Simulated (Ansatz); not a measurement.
# MoS2 in Ansatz: the effect of Hubbard term

Slab: MoS2, a slab with vacuum.

```
CELL_PARAMETERS angstrom
3.18413 0.00000 0.00000
-1.59206 2.75753 0.00000
0.00000 0.00000 17.33460
ATOMIC_POSITIONS crystal
Mo 0.00000 0.00000 0.00000
S 0.33333 0.66667 0.91051
S 0.33333 0.66667 0.08949
```

Alike in all runs:

- Program: Ansatz 0.2.0
- Task: density of states
- Functional: PBEsol
- Potentials or basis: all-electron LAPW, scalar-relativistic
- Cutoff: 241 eV (chosen from the basis error)
- Basis error allowed: 0.002 eV/atom
- k mesh: 10 × 10 × 2
- Occupations: fermi-dirac, width 0.05 eV
- Spin: no spin polarisation

| Hubbard term | gap on the mesh (eV) | largest force (eV/Å) |
| --- | --- | --- |
| none | 1.73 | 0.15 |
| Mo d U = 2 eV | 1.71 | 0.15 |
| Mo d U = 4 eV | 1.67 | 0.16 |
| Mo d U = 6 eV | ? | ? |
| Mo d U = 8 eV | 1.04 | 0.23 |

Question: What does the run with Hubbard term Mo d U = 6 eV give?

Answer: gap on the mesh 1.53 eV; largest force 0.17 eV/Å.

Worked out: A parabola through the other rows of the gap on the mesh, of slope -0.15 eV per eV there, gives 1.41 eV, against the run's 1.53. A parabola through the other rows of the largest force, of slope 0.0172 eV/Å per eV there, gives 0.19 eV/Å, against the run's 0.17.

Caveats: U is the effective U less J, on atomic orbitals that reach past the spheres (some runs).

A k mesh can miss the band edges.

A gap of «none» marks a metal or a gap under the smearing width.
